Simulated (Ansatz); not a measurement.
**RuO2, pressure series**

The reference is RuO2 in the rutile structure (space group P4_2/mnm, No. 136; a = 4.4673 Å, c = 3.0926 Å).

Cell and atoms are relaxed at each pressure.

Computed with plane-wave PAW DFT at the PBEsol level (Ansatz, a quantum-chemistry and plane-wave program, 420 eV), no SOC, earlier PAW set.

```tsv
case	c/a ratio	lattice parameter a
base	0.692	4.467 Å
pressure −2 GPa	0.691	4.481 Å
pressure −1 GPa	0.692	4.474 Å
pressure 3 GPa	0.694	4.448 Å
pressure 7 GPa	___	4.423 Å
pressure 15 GPa	0.701	4.378 Å
pressure 30 GPa	0.708	4.305 Å
pressure 50 GPa	0.717	4.223 Å
pressure 75 GPa	___	4.137 Å
pressure 100 GPa	0.738	4.064 Å
```

Q: What belongs in the blanks?

A: 
- pressure 7 GPa, c/a ratio: 0.696
- pressure 75 GPa, c/a ratio: 0.728

Load acts through the strain it causes; cell and atoms are relaxed under it. Whether these cells are dynamically stable was not tested. Competing high-pressure phases were not computed. No Hubbard U is applied, and correlation can decide whether such a compound is a metal. All final runs are without spin polarisation.
